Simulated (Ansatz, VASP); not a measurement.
# One calculation of ZnS, two programs

```xyz
2
Lattice="0.0000 2.7216 2.7216 2.7216 0.0000 2.7216 2.7216 2.7216 0.0000" Properties=species:S:1:pos:R:3 pbc="T T T"
Zn    0.0000    0.0000    0.0000
S     4.0823    4.0823    4.0823
```

Alike in both runs: task relaxation of cell and atoms; functional PBE; k mesh 10 × 10 × 10; no spin polarisation.

```csv
,VASP,Ansatz
version,VASP 6.6.1,Ansatz 0.2.0
potentials or method,"VASP PAW PBE potentials, release 64 (Zn, S)","scalar-relativistic, plane waves, PAW"
plane-wave cutoff (eV),600,420
occupations,"gaussian, width 0.01 eV",fixed
valence electrons in the cell,18,18
```

|  | VASP | Ansatz | Ansatz less VASP |
| --- | --- | --- | --- |
| gap on the k mesh at the Fermi level, each at its own relaxed structure (eV) | 2.01 | 2.02 | +0.006 |
| relaxed volume (Å³/atom) | 20.21 | 20.16 | -0.050 |
| relaxed cell length with the largest relative difference (Å) | 3.852 | 3.849 | -0.0032 |
